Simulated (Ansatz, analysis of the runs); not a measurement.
# A defect in a wire: (3,3) C nanotube, P in place of one C, part 2 of 2

Aim: how much does this defect scatter, and at which energies?

Ansatz 0.2.0; DFT PBE, plane waves, PAW; relaxation of a wire's period (the session's first sound run).

So far. Step 3 (Bands of the perfect wire): At the computed energy nearest the Fermi level there are 2 channels a spin, and the thermal average gives 1.99 G₀. Step 4 (Relaxation of the scattering region): The largest force component on a free atom ends at 0.020 eV/Å, under the limit of 0.06. P ends nearest to C at 1.79 Å, C at 1.80 Å and C at 1.90 Å.

## Step 5: The open system

This step: DFT PBE, plane waves, PAW; transmission of a junction in a wire (Ansatz 0.2.0).

The cell is now read as a scatterer between two semi-infinite leads, named by two sites one period apart. The scattering states in its self-consistent potential are matched to the leads' states at each energy. One point across is taken, as for a wire in vacuum.

input.yaml reads:

```yaml
crystal:
  lattice:
    - [10.868, 0.0, 0.0]
    - [0.0, 10.806, 0.0]
    - [0.0, 0.0, 22.1983374737]
  atoms:
    - { symbol: C, position: [0.648270349, 0.62532147, 0.0] }
    - { symbol: C, position: [0.693514287, 0.500080886, 0.0] }
    - { symbol: C, position: [0.306485713, 0.499919114, 0.055555556] }
    - { symbol: C, position: [0.351729651, 0.37467853, 0.055555556] }
    - { symbol: C, position: [0.466301161, 0.691757203, 0.055555556] }
    - { symbol: C, position: [0.596808737, 0.668744024, 0.055555556] }
    - { symbol: C, position: [0.596793604, 0.331410617, 0.055555556] }
    - { symbol: C, position: [0.681870799, 0.433551834, 0.055555556] }
    - { symbol: C, position: [0.318129201, 0.566448166, 0.0] }
    - { symbol: C, position: [0.403206396, 0.668589383, 0.0] }
    - { symbol: C, position: [0.403191263, 0.331255976, 0.0] }
    - { symbol: C, position: [0.533698839, 0.308242797, 0.0] }
    - { symbol: C, position: [0.648270349, 0.62532147, 0.111111111] }
    - { symbol: C, position: [0.693514287, 0.500080886, 0.111111111] }
    - { symbol: C, position: [0.306485713, 0.499919114, 0.166666667] }
    - { symbol: C, position: [0.351729651, 0.37467853, 0.166666667] }
    - { symbol: C, position: [0.466301161, 0.691757203, 0.166666667] }
    - { symbol: C, position: [0.596808737, 0.668744024, 0.166666667] }
    - { symbol: C, position: [0.596793604, 0.331410617, 0.166666667] }
    - { symbol: C, position: [0.681870799, 0.433551834, 0.166666667] }
    - { symbol: C, position: [0.318129201, 0.566448166, 0.111111111] }
    - { symbol: C, position: [0.403206396, 0.668589383, 0.111111111] }
    - { symbol: C, position: [0.403191263, 0.331255976, 0.111111111] }
    - { symbol: C, position: [0.533698839, 0.308242797, 0.111111111] }
    - { symbol: C, position: [0.648270349, 0.62532147, 0.222222222] }
    - { symbol: C, position: [0.693514287, 0.500080886, 0.222222222] }
    - { symbol: C, position: [0.306485713, 0.499919114, 0.277777778] }
    - { symbol: C, position: [0.351729651, 0.37467853, 0.277777778] }
    - { symbol: C, position: [0.466301161, 0.691757203, 0.277777778] }
    - { symbol: C, position: [0.596808737, 0.668744024, 0.277777778] }
[... 72 atom lines left out ...]
    - { symbol: C, position: [0.596793604, 0.331410617, 0.944444444] }
    - { symbol: C, position: [0.681870799, 0.433551834, 0.944444444] }
    - { symbol: C, position: [0.318129201, 0.566448166, 0.888888889] }
    - { symbol: C, position: [0.403206396, 0.668589383, 0.888888889] }
    - { symbol: C, position: [0.403191263, 0.331255976, 0.888888889] }
    - { symbol: C, position: [0.533698839, 0.308242797, 0.888888889] }
kpoints:
  mp_grid: { grid: [1, 1, 4] }
scf:
  occupations: { method: fermi_dirac, width: 0.05 }
hamiltonian:
  xc: pbe
output:
  transmission:
    e_range: [-1.26, 1.26]
    de: 0.035
    kmesh: [1, 1]
    reduced_basis: true
    leads: [[96, 0]]
  dos: { projected: true, e_range: [-4, 3] }
  write_potential: true
  write_density: true
  volumetric_format: npy
  elf: true
basis:
  ecutwfc: "350 eV"
```

Atom lines that are left out differ too.

The run is started by

```
ansatz run input.yaml --threads 4 --pin off --max-ram 16384MiB --backend cpu --events-out ev --progress --plain --runs-dir out
```

Elapsed: 27 min, on 4 threads of Arm Neoverse V1, shared host; peak memory 7.4 GiB.

Numbers from this step:

```yaml
energy_at_zero_smearing: -27551.2081 eV
transmission_at_the_energy_nearest_the_fermi_level_one_spin: 1.164
step_of_the_lead_s_hamiltonian: 29.9 meV
conductance_of_the_junction: 1.160 G₀
```

Table of transmission, one spin by energy, zero at the Fermi level:

```
energy (eV)  transmission, one spin
      -1.26                    1.34
      -1.19                    1.35
      -1.12                    1.34
      -1.05                    1.31
      -0.98                    1.28
      -0.91                    1.24
      -0.84                    1.20
      -0.77                    1.15
      -0.70                    1.11
      -0.63                    1.07
      -0.59                    1.06
      -0.53                    1.03
      -0.46                    1.01
      -0.39                   0.998
      -0.32                    1.00
      -0.24                    1.02
      -0.17                    1.05
      -0.10                    1.09
      -0.04                    1.15
       0.00                    1.16
       0.04                    1.24
       0.10                    1.29
       0.17                    1.35
       0.24                    1.42
       0.32                    1.47
       0.39                    1.53
       0.46                    1.57
       0.53                    1.61
       0.59                    1.64
       0.63                    1.66
       0.70                    1.69
       0.77                    2.89
       0.84                    3.83
       0.91                    4.13
       0.98                    4.11
       1.05                    4.52
       1.12                    4.68
       1.19                    4.33
       1.26                    4.55
```

Table of open channels of the lead, one spin by energy, zero at the Fermi level:

```
energy (eV)  open channels of the lead, one spin
     -1.190                                    2
     -1.085                                    2
     -1.015                                    2
     -0.910                                    2
     -0.805                                    2
     -0.700                                    2
     -0.595                                    2
     -0.490                                    2
     -0.385                                    2
     -0.315                                    2
     -0.210                                    2
     -0.105                                    2
      0.000                                    2
      0.105                                    2
      0.210                                    2
      0.315                                    2
      0.385                                    2
      0.490                                    2
      0.595                                    2
      0.700                                    2
      0.805                                    6
      0.910                                    6
      1.015                                    6
      1.085                                    6
      1.190                                    5
```

Projected DOS an atom over height of the atomic layer and energy from the Fermi level.  broadened by a Gaussian of 0.15 eV, since few k-points sample the long cell.

Ten even steps from '0' (0.040 states/eV) to '9' (0.428 states/eV), each cell a mean:
```
444455445454455444
777777655455677777
777666544344566677
222212221112221222
001000011111000010
000000011111000000
100110011111001000
000000010101000000
001000110101100010
110001110101111001
111122100100112111
212211111411111221
000000012420000000
222222234342222222
444344345554344344
434443443534434444
332333333533333323
333333334543333333
444334445654443444
666656666766666666
888888877777888888
999999888888899999
```
Columns: height of the atomic layer (Å) from 0 to 21.0; rows upwards: energy from the Fermi level (eV) from -3.98 to 1.47.

ELF in the ca plane at fractional y = 0.330, with atoms of C within 0.2 Å of it. It is the smooth field of the valence electrons, not physical close to the nuclei.

Ten even steps from '0' (0.00) to '9' (0.90), each cell a mean:
```
00000000000000000000000000000000000000000000
00000000000000000000000000000000000000000000
00000000000000000000000000000000000000000000
00000000000000000000000000000000000000000000
00122100012200001210000121000122100012200001
00355200135410014541002453000354200035520014
01587400268730026862003775101577400158730026
02799510379840038973015896201699610279851038
14666632466652256665236666423666632466652256
58723876861586685168679427857822875871387686
38967964995895598599469769837966974896796499
46644654653565565356456436646644664663465565
97301489720169961026985103798411489730158962
35534654653464464356446435535633654653464465
17977952896893398698349769726977962796894389
68967976996897798689679769968977986896797798
35777754677764467776447777635777754677774467
02566411256631136652114675201466411256631125
00243100024310013431001442000244200024310013
00011000011100001110000111000011000001100001
00000000000000000000000000000000000000000000
00000000000000000000000000000000000000000000
00000000000000000000000000000000000000000000
00000000000000000000000000000000000000000000
```
Columns run along c (16.0 Å, from fractional 0.11 to 0.83 of the cell), rows up along a (10.9 Å). Atoms in or near the plane, at fractional coordinates: C at (0.17, 0.60), C at (0.28, 0.60), C at (0.22, 0.40), C at (0.39, 0.60), C at (0.33, 0.40), C at (0.50, 0.60), C at (0.44, 0.40), C at (0.61, 0.60), C at (0.56, 0.40), C at (0.72, 0.60), C at (0.67, 0.40), C at (0.78, 0.40).

Valence density in the ca plane at fractional y = 0.330, with atoms of C within 0.2 Å of it. It is the smooth field of the valence electrons, not physical close to the nuclei.

Ten even steps from '0' (0.0 e/Å³) to '9' (1.9 e/Å³), each cell a mean:
```
00000000000000000000000000000000000000000000
00000000000000000000000000000000000000000000
00000000000000000000000000000000000000000000
00000000000000000000000000000000000000000000
00000000000000000000000000000000000000000000
00000000000000000000000000000000000000000000
00010000001000000000000000000000000001000000
00133100123210012321001221000122100023210012
12477311257631136752113664212477411257631125
46899854699975579996557998645899854699975469
99878999987899998789999878999987999987899998
97422589632358863236985224798422489742258963
96211378521148841125973112696211279521137841
97422589732369963236995224798422489732259963
99756899975689996579998667999766799975689996
55666655566655556665556666555666655566665556
11233211123321123321112332111233211123321112
00000000000000000000000000000000000000000000
00000000000000000000000000000000000000000000
00000000000000000000000000000000000000000000
00000000000000000000000000000000000000000000
00000000000000000000000000000000000000000000
00000000000000000000000000000000000000000000
00000000000000000000000000000000000000000000
```
Columns run along c (16.0 Å, from fractional 0.11 to 0.83 of the cell), rows up along a (10.9 Å). Atoms in or near the plane, at fractional coordinates: C at (0.17, 0.60), C at (0.28, 0.60), C at (0.22, 0.40), C at (0.39, 0.60), C at (0.33, 0.40), C at (0.50, 0.60), C at (0.44, 0.40), C at (0.61, 0.60), C at (0.56, 0.40), C at (0.72, 0.60), C at (0.67, 0.40), C at (0.78, 0.40).

Electrostatic potential energy in the ca plane at fractional y = 0.330, with atoms of C within 0.2 Å of it. With pseudopotentials it is smooth inside the atoms' cores, unlike the true potential.

Values in eV, 13 rows by 16 columns, each cell a mean:
```
  4   4   4   4   4   4   4   4   4   4   4   4   4   4   4   4
  4   4   4   4   4   4   4   4   4   4   4   4   4   4   4   4
  4   4   4   4   4   4   4   4   4   4   4   4   4   4   4   4
  3   2   3   2   3   3   2   3   3   3   3   2   3   2   3   3
 -4 -28  -2 -21 -12  -6 -26  -1 -22  -9  -8 -24  -1 -25  -8 -10
-32 -42 -34 -36 -33 -32 -41 -36 -37 -33 -33 -39 -35 -39 -32 -32
-25  -3 -31  -7 -15 -23  -4 -33  -6 -19 -21  -4 -32  -4 -21 -18
-41  -9 -50 -15 -27 -37 -10 -52 -13 -31 -34 -11 -52 -11 -34 -31
-14 -23 -15 -19 -15 -14 -22 -15 -21 -15 -14 -21 -15 -21 -14 -14
  3   1   3   1   2   2   1   3   1   2   2   1   3   1   2   2
  4   4   4   4   4   4   4   4   4   4   4   4   4   4   4   4
  4   4   4   4   4   4   4   4   4   4   4   4   4   4   4   4
  4   4   4   4   4   4   4   4   4   4   4   4   4   4   4   4
```
Columns run along c (16.0 Å, from fractional 0.11 to 0.83 of the cell; values clipped at the 3rd and 97th percentile), rows up along a (10.9 Å). Atoms in or near the plane, at fractional coordinates: C at (0.17, 0.60), C at (0.28, 0.60), C at (0.22, 0.40), C at (0.39, 0.60), C at (0.33, 0.40), C at (0.50, 0.60), C at (0.44, 0.40), C at (0.61, 0.60), C at (0.56, 0.40), C at (0.72, 0.60), C at (0.67, 0.40), C at (0.78, 0.40).

By hand: the program gives 7.6508 × 10^13 S/m² over the cell's cross-section of 117.44 Å² = 1.174 × 10^-18 m², so one cell conducts 8.985 × 10^-5 S. Divided by G0 = 2e²/h = 7.748 × 10^-5 S this is 1.16 G0, a resistance of 11.1 kΩ.

The conductance is 1.16 G₀, with 2 channels a spin open in the lead. The lead's Hamiltonian steps by 29.9 meV, which the program calls too much for a lead. The largest term of the program's error estimate is 6 %, from the steps of its leads' Hamiltonians or their offsets.

## Step 6: Conductance and thermopower from T(E)

This step: Landauer integrals over the computed T(E), interpolated linearly between its energies (analysis of the runs above).

Conductance and thermopower are moments of T(E) over the thermal window; sliding the window along E stands for a gate that leaves T(E) rigid.

Numbers from this step:

```yaml
conductance_at_300_k_interpolated_from_t_e: 1.184 G₀
thermopower_at_300_k: -6.458 μV/K
lorenz_number_over_l0: 1.005
```

T(E) held rigid; rough near sharp steps of T(E). Table of conductance at 300 K by shift of the leads' level:

```
shift of the leads' level (eV)  conductance at 300 K (G₀)
                        -0.900                       1.23
                        -0.800                       1.17
                        -0.750                       1.14
                        -0.650                       1.09
                        -0.550                       1.04
                        -0.450                       1.01
                        -0.400                       1.00
                        -0.300                       1.01
                        -0.200                       1.04
                        -0.150                       1.07
                        -0.050                       1.14
                         0.050                       1.24
                         0.150                       1.33
                         0.200                       1.38
                         0.300                       1.46
                         0.400                       1.53
                         0.450                       1.57
                         0.550                       1.62
                         0.650                       1.69
                         0.750                       2.41
                         0.800                       3.23
                         0.900                       4.04
```

T(E) held rigid; rough near sharp steps of T(E). Thermopower at 300 K against shift of the leads' level:

```
shift of the leads' level (eV)  thermopower at 300 K (μV/K)
                        -0.900                         3.49
                        -0.800                         3.77
                        -0.750                         3.77
                        -0.650                         3.47
                        -0.550                         2.72
                        -0.450                         1.44
                        -0.400                        0.607
                        -0.300                        -1.35
                        -0.200                        -3.30
                        -0.150                        -4.09
                        -0.050                        -5.35
                         0.050                        -6.03
                         0.150                        -4.98
                         0.200                        -4.72
                         0.300                        -3.97
                         0.400                        -3.19
                         0.450                        -2.84
                         0.550                        -2.51
                         0.650                        -8.85
                         0.750                        -43.3
                         0.800                        -30.8
                         0.900                        -7.16
```

The two levels move by half the bias each and T(E) is held rigid. Table of current from the zero-bias T(E) by bias:

```
bias (V)  current from the zero-bias T(E) (μA)
   0.000                                     0
   0.100                                  9.19
   0.200                                  18.4
   0.300                                  27.7
   0.400                                  37.0
   0.500                                  46.4
   0.600                                  55.9
   0.700                                  65.5
   0.800                                  75.3
   0.900                                  85.2
   1.000                                  95.3
   1.100                                   105
   1.200                                   116
   1.300                                   127
   1.400                                   138
   1.500                                   150
   1.600                                   165
   1.700                                   184
   1.800                                   204
   1.900                                   224
```

By hand, Mott's formula: S = −(π²k²T/3e) d ln T/dE, and π²k²T/3e = 7.33 μV/K × eV at 300 K. The computed T is 1.12 at -0.070 eV and 1.26 at +0.070 eV, so d ln T/dE ≈ 0.840 per eV and S ≈ -6.16 μV/K, against -6.46 from the integrals.

The thermopower is -6.46 μV/K. The Lorenz ratio is 1.00, where the Wiedemann-Franz law gives 1. Moving the level by up to 0.1 eV either way gives -6.5 to -4.7 μV/K.

## Step 7: What came out

- conductance of the perfect wire: 1.99 G₀
- conductance, P in place of one C: 1.16 G₀
- thermopower, P in place of one C: -6.46 μV/K

What this shows: Summed over the computed window, 67 % of the lead's open channels pass the defect; the conductance at 300 K is 1.16 G₀. With P in place of one C, 59 % of the conductance of that run's own lead (1.96 G₀) is left. A plain interpolation of the computed T(E) gives 1.18 G₀ for that run; the program's 1.16 G₀ comes from its own average, which also places band edges between the computed energies. Transport is coherent and elastic here: the atoms are frozen, so scattering by vibrations plays no part. The free region is short: held atoms still bear up to 1.3 eV/Å after a relaxation. In 1 run the program finds the step of the lead's Hamiltonian too large, so longer leads may change the transmission. A cutoff under the files' recommended one was taken to save time; its effect on T(E) was not tested here. A cell with an odd number of electrons ran without spin; a level of the scatterer near the Fermi level could split if spin were allowed.

[Logs are printed without paths, hosts, clocks, repeated set-up lines and the standing remarks that a program may print on its own settings, such as how far it seeks lower states.]

[Hosts, paths, dates, database ids (printed as entryN), source tags and the programs' standing remarks are cut or masked in the printed files.]
